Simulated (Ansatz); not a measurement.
HgSe:

```
CELL_PARAMETERS angstrom
0.00000 3.03900 3.03900
3.03900 0.00000 3.03900
3.03900 3.03900 0.00000
ATOMIC_POSITIONS crystal
Hg 0.00000 0.00000 0.00000
Se 0.75000 0.75000 0.75000
```

```yaml
Program: Ansatz 0.2.0
Task: relaxation of cell and atoms
Functional: BLYP
Dispersion: D3(BJ)
Potentials_or_basis: Ansatz PAW
Cutoff: "420 eV (not typed: the program's choice for these potentials)"
k_mesh: 8 × 8 × 8
Occupations: fermi-dirac, width 0.05 eV
Spin: no spin polarisation
```

At the start: volume 28.07 Å³/atom.

Task: How do energy, volume and symmetry change on relaxing?

Result: It ends after 5 steps and the volume is 29.81 Å³/atom (+6.2 %); space group F-43m (No. 216, to 0.05 Å).

The path:
```
step  energy change (eV)  largest force (eV/Å)  volume (Å³)
   1              0.0000                0.0000        56.13
   2             -0.0298                0.0000        60.69
   3             -0.0327                0.0000        59.75
   4             -0.0327                0.0000        59.63
   5             -0.0334                0.0000        59.63
```

Final structure:
```xyz
2
Lattice="0.0000 3.1008 3.1008 3.1008 0.0000 3.1008 3.1008 3.1008 0.0000" Properties=species:S:1:pos:R:3 pbc="T T T"
Hg    0.0000    0.0000    0.0000
Se    4.6512    4.6512    4.6512
```

Caveat: the plane-wave basis is chosen anew once the cell has moved, so the energies of steps on either side of that aren't comparable; the PAW data sets come from PBE, with cores solved anew for the run's functional, which leaves a small shift of forces and pressure.
